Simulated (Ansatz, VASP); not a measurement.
## MgO in VASP and in Ansatz

Contents of INCAR:

```
ALGO = Normal ; EDIFF = 1E-6
ENCUT = 520 ; ISIF = 2
ISMEAR = -1 ; LASPH = T
LCHARG = F ; LREAL = F
LWAVE = F ; NBANDS = 11
NELM = 100 ; PREC = Accurate
SIGMA = 0.05
```

The input KPOINTS:

```
k-points
0
Gamma
  11 11 11
```

File POSCAR:

```
MgO
1.0
    0.0000000000      2.0970013927      2.0970013927
    2.0970013927      0.0000000000      2.0970013927
    2.0970013927      2.0970013927      0.0000000000
Mg O
1 1
Direct
    0.0000000000      0.0000000000      0.0000000000
    0.5000000000      0.5000000000      0.5000000000
```

File input.yaml:

```yaml
crystal:
  lattice:
    - [0.0, 2.0970013927, 2.0970013927]
    - [2.0970013927, 0.0, 2.0970013927]
    - [2.0970013927, 2.0970013927, 0.0]
  atoms:
    - { symbol: Mg, position: [0.0, 0.0, 0.0] }
    - { symbol: O, position: [0.5, 0.5, 0.5] }
hamiltonian:
  xc: lda
  pseudopotentials: { kind: paw }
kpoints:
  mp_grid: { grid: [11, 11, 11] }
  band_path:
    path:
      - [[0.0, 0.0, 0.0], [0.5, 0.0, 0.5], [0.5, 0.25, 0.75], [0.375, 0.375, 0.75], [0.0, 0.0, 0.0], [0.5, 0.5, 0.5], [0.625, 0.25, 0.625], [0.5, 0.25, 0.75], [0.5, 0.5, 0.5], [0.375, 0.375, 0.75]]
      - [[0.625, 0.25, 0.625], [0.5, 0.0, 0.5]]
    npoints: 14
scf:
  occupations: { method: fermi_dirac, width: 0.05 }
  n_extra_bands: 6
output:
  forces: true
  stress: true
  eigenvalues: true
  fatbands: false
  write_density: true
  write_potential: true
  elf: true
  volumetric_format: npy
```

The cell is a database's computed one.

Alike in both runs: functional LDA; k mesh 11 × 11 × 11; occupations fermi-dirac, width 0.05 eV; no spin polarisation.

|  | VASP | Ansatz |
| --- | --- | --- |
| version | VASP 6.6.1 | Ansatz 0.2.0 |
| potentials or method | VASP PAW LDA potentials, release 64 (Mg, O) | Ansatz PAW |
| plane-wave cutoff (eV) | 520 | 420 |
| valence electrons in the cell | 8 | 16 |
| task | single point | band structure |

Ansatz gave:

| Quantity | Value |
| --- | --- |
| gap on the k mesh at the Fermi level (eV) | 4.78 |
| least direct gap on the mesh (eV) | 4.78 |
| pressure (GPa) | -4.1 |

**Question.** Estimate VASP's values.

**Answer.** gap on the k mesh at the Fermi level (eV): 4.78; least direct gap on the mesh (eV): 4.78; pressure (GPa): -5.8.

The two sets of potentials don't hold the same shells in valence.

Caveats: the pressure holds a Pulay correction of +0.8 GPa for the finite cutoff (Ansatz); the PAW data sets come from PBE, with cores solved anew for the run's functional, which leaves a small shift of forces and pressure (Ansatz). LDA gaps usually lie below the measured ones, often by a third to a half.
